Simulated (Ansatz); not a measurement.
A plane-wave DFT run in Ansatz 0.2.0 (scalar-relativistic PAW potentials unless the input names others): input and command.

```yaml
crystal:
  lattice:
    - [0.0, 0.0, 5.2431684095]
    - [4.8275562239, -2.7871908853, 0.0]
    - [-1.0e-10, 5.5743817708, 0.0]
  atoms:
    - { symbol: Ga, position: [0.5036806527, 0.3324325113, 0.330609873] }
    - { symbol: Ga, position: [0.5036796409, -0.0004203915, 0.6649035482] }
    - { symbol: Ga, position: [0.5036788488, 0.6667253659, 0.9977573723] }
    - { symbol: Ga, position: [1.0026866717, -0.0004232695, 0.3257185271] }
    - { symbol: Ga, position: [1.0026854558, 0.6716079325, 0.6697769556] }
    - { symbol: Ga, position: [1.0026847174, 0.3275486421, 0.9977457047] }
    - { symbol: "N", position: [0.8766293554, 0.3397128485, 0.3378842867] }
    - { symbol: "N", position: [0.8766286255, -0.0004222331, 0.6576107558] }
    - { symbol: "N", position: [0.8766282274, 0.6594433239, 0.9977499198] }
    - { symbol: "N", position: [0.382329903, -0.0004211437, 0.3332475363] }
    - { symbol: "N", position: [0.382325609, 0.6640896509, 0.6622673071] }
    - { symbol: "N", position: [0.3823265981, 0.3350686242, 0.9977564447] }
    - { symbol: H, position: [0.1539041354, -0.0004055983, -0.002222979], spin: 1.0 }
basis:
  ecutwfc: 420
  xc_grid: 2
kpoints:
  mp_grid: { grid: [1, 1, 1], shift: [0.0, 0.0, 0.0] }
hamiltonian:
  xc: pbe
scf:
  occupations: { method: gaussian, width: 0.02 }
  max_iter: 50
output:
  forces: true
  eigenvalues: true
magnetization:
  spin_polarized: true
```

```bash
ansatz run input.yaml --threads 4 --pin off --max-ram 10240MiB --backend cpu --events-out ev --progress --plain --runs-dir out
```

Abridged log:
```
Warning: the atoms were moved onto the symmetric positions of the space group found under crystal.symmetry.tolerance 1.0e-5 (fractional; ...
Basis set: ecut = 420 eV, 2777 PW (Γ), exchange–correlation on 72×80×80 points (8 copies of the dense FFT grid, shifted against one another)
Bands: 68, of which v1, the nominal top of the filled ones, is band 55 counted from 1 (54 counted from 0)
Symmetry: 2 space group operations
k-points: 1
SCF iter   1: F=—  HF=-25024.806755 eV  |F-HF|=—  |Δ(HF+E_count)|=         —  Δρ=5.28e-2 (↑5.28e-2 ↓4.91e-2) dr2=1.36e1  dr2_m=4.09e-2  M=1.000 μB ∫|m|=1.043 μB  β_m=0.30  ethr=3.10e-3  ⟨swp⟩=5.0  Hψ=429  notcnv=0  defer=2
spin=Collinear: Resta preconditioning applied to the charge; magnetization (m = ρ↑ − ρ↓) channel mixes plain (no charge-response kernel on spin).
SCF iter   2: F=—  HF=-25022.084205 eV  |F-HF|=—  |Δ(HF+E_count)|=    2.72e0  Δρ=3.05e-2 (↑3.05e-2 ↓2.87e-2) dr2=4.00e0  dr2_m=2.69e-2  M=1.000 μB ∫|m|=1.060 μB  β_m=0.30  ethr=3.10e-3  ⟨swp⟩=2.5  Hψ=190  notcnv=0  defer=15
spin-set hold released at iteration 2 (site moments show no strong build): the magnetisation degrees of freedom join the quasi-Newton model from the next iteration; the mixer history was kept
SCF iter   3: F=—  HF=-25021.213268 eV  |F-HF|=—  |Δ(HF+E_count)|=   8.71e-1  Δρ=1.54e-2 (↑1.36e-2 ↓1.54e-2) dr2=5.83e-1  dr2_m=2.25e-2  M=1.000 μB ∫|m|=1.083 μB  β_m=0.30  ethr=3.10e-3  ⟨swp⟩=2.0  Hψ=174  notcnv=0  defer=15
SCF iter   4: F=—  HF=-25021.161928 eV  |F-HF|=—  |Δ(HF+E_count)|=   5.13e-2  Δρ=4.50e-3 (↑3.86e-3 ↓4.50e-3) dr2=3.10e-2  dr2_m=1.48e-2  M=1.000 μB ∫|m|=1.094 μB  β_m=0.45  ethr=5.35e-4  ⟨swp⟩=2.0  Hψ=170  notcnv=0  defer=15
SCF iter   5: F=—  HF=-25021.192049 eV  |F-HF|=—  |Δ(HF+E_count)|=   3.01e-2  Δρ=3.27e-3 (↑2.64e-3 ↓3.27e-3) dr2=1.28e-2  dr2_m=7.47e-3  M=1.000 μB ∫|m|=1.112 μB  β_m=0.73  ethr=2.85e-5  ⟨swp⟩=3.0  Hψ=208  notcnv=0  defer=15
SCF iter   6: F=—  HF=-25021.215980 eV  |F-HF|=—  |Δ(HF+E_count)|=   2.39e-2  Δρ=1.34e-3 (↑1.01e-3 ↓1.34e-3) dr2=3.44e-3  dr2_m=8.20e-4  M=1.000 μB ∫|m|=1.139 μB  β_m=0.71  ethr=1.18e-5  ⟨swp⟩=3.0  Hψ=245  notcnv=0  defer=15
SCF iter   7: F=—  HF=-25021.216687 eV  |F-HF|=—  |Δ(HF+E_count)|=   7.07e-4  Δρ=8.41e-4 (↑3.56e-4 ↓8.41e-4) dr2=1.03e-3  dr2_m=3.11e-4  M=1.000 μB ∫|m|=1.143 μB  β_m=0.86  ethr=3.15e-6  ⟨swp⟩=2.0  Hψ=258  notcnv=0  defer=15
SCF iter   8: F=—  HF=-25021.217028 eV  |F-HF|=—  |Δ(HF+E_count)|=   3.40e-4  Δρ=4.13e-4 (↑1.22e-4 ↓4.13e-4) dr2=2.43e-4  dr2_m=6.58e-5  M=1.000 μB ∫|m|=1.140 μB  β_m=0.91  ethr=9.44e-7  ⟨swp⟩=2.0  Hψ=235  notcnv=0  defer=15
SCF iter   9: F=—  HF=-25021.217093 eV  |F-HF|=—  |Δ(HF+E_count)|=   6.56e-5  Δρ=8.52e-5 (↑8.40e-5 ↓8.52e-5) dr2=2.61e-5  dr2_m=2.05e-6  M=1.000 μB ∫|m|=1.140 μB  β_m=0.76  ethr=2.23e-7  ⟨swp⟩=2.0  Hψ=230  notcnv=0  defer=15
SCF iter  10: F=—  HF=-25021.216936 eV  |F-HF|=—  |Δ(HF+E_count)|=   1.58e-4  Δρ=2.86e-5 (↑1.69e-5 ↓2.86e-5) dr2=1.57e-6  dr2_m=3.19e-7  M=1.000 μB ∫|m|=1.140 μB  β_m=0.88  ethr=2.39e-8  ⟨swp⟩=2.0  Hψ=240  notcnv=0  defer=15
SCF iter  11: F=—  HF=-25021.216938 eV  |F-HF|=—  |Δ(HF+E_count)|=   2.38e-6  Δρ=1.11e-5 (↑6.83e-6 ↓1.11e-5) dr2=3.80e-7  dr2_m=2.73e-8  M=1.000 μB ∫|m|=1.140 μB  β_m=0.85  ethr=1.44e-9  ⟨swp⟩=2.0  Hψ=230  notcnv=0  defer=15
SCF iter  12: F=—  HF=-25021.216938 eV  |F-HF|=—  |Δ(HF+E_count)|=   1.29e-7  Δρ=6.11e-6 (↑4.25e-6 ↓6.11e-6) dr2=1.31e-7  dr2_m=5.74e-9  M=1.000 μB ∫|m|=1.140 μB  β_m=0.74  ethr=9.17e-11  ⟨swp⟩=11.5  Hψ=641  notcnv=0
SCF iter  13: F=-25021.216938 eV  HF=-25021.216938 eV  |F-HF|=2.18e-9  |Δ(HF+E_count)|=   6.59e-9  Δρ=1.23e-6 (↑1.06e-6 ↓1.23e-6) dr2=5.62e-9  dr2_m=2.85e-10  M=1.000 μB ∫|m|=1.140 μB  ethr=9.17e-11  ⟨swp⟩=4.5  Hψ=483  notcnv=0
SCF 1 converged in 13 iterations: F = -25021.216938 eV  dr2 = 5.62e-9
SCF converged after 13 iterations
Magnetization: 1.0000 μB (55.0000 up, 54.0000 down)
Absolute magnetization: 1.1409 μB (∫|ρ↑−ρ↓|, with the PAW one-centre terms)
Spin contamination: 0.0084 ħ² per cell (⟨S²⟩ above its minimum at these occupations)
Per-site moments (μB) at R_I (Å): [(0.00727009, 0.80652580), (0.00727081, 0.80652005), (0.00727081, 0.80652005), (0.00582192, 0.81040105), (0.00582175, 0.81040395), (0.00582192, 0.81040105), (0.05560132, 0.80678961), (0.05558025, 0.80679101), (0.05558025, 0.80679101), (0.06160979, 0.80652005), (0.06157685, 0.80652580), (0.06160979, 0.80652005), (0.36834707, 0.82198907)]
Free energy (F): -25021.216938 eV
Harris-Foulkes:  -25021.216938 eV  (|F-HF|=2.18e-9)
Internal energy: -25021.216938 eV  (E = F + TS)
E sigma→0 (E₀):  -25021.216938 eV
Fermi energy:    9.558187 eV
--- Forces (eV/Å), atoms counted from 1 ---
  atom   1  Ga     0.02788230     0.01609785    -0.13112901
  atom   2  Ga    -0.00016502    -0.03198298    -0.13106703
  atom   3  Ga    -0.02778059     0.01584858    -0.13106703
  atom   4  Ga     0.00014647     0.10136775    -0.14582215
  atom   5  Ga    -0.08762268    -0.05058898    -0.14573961
  atom   6  Ga     0.08786029    -0.05055703    -0.14582215
  atom   7  N      0.01446878     0.00835355     0.01741169
  atom   8  N     -0.00006475    -0.01650269     0.01744867
  atom   9  N     -0.01432412     0.00819527     0.01744867
  atom  10  N     -0.00003692    -0.59126176     0.20328215
  atom  11  N      0.51183310     0.29550698     0.20344996
  atom  12  N     -0.51206617     0.29559891     0.20328215
  atom  13  H     -0.00013909    -0.00008031     0.16831500
```

Problem. What should be changed?

Solution. The fault is one k-point for a small cell (kpoints.mp_grid.grid: [3, 3, 3] → [1, 1, 1], the first being the value of the sound run). Setting it back cures it. The run converged all the same, with an energy at zero smearing 52.01 meV/atom below the reference's, largest force 0.625 eV/Å, gap on the mesh 0.27 eV, so convergence alone doesn't show that an input is right. A reference run on usual settings, whose relaxation ended at this geometry, converged, and the end of its own relaxation has largest force 0.010 eV/Å, no gap on the mesh.

It took 0.76 s on 4 threads of Intel(R) Xeon(R) 6975P-C (Granite Rapids) (shared host), peak memory 0.4 GiB.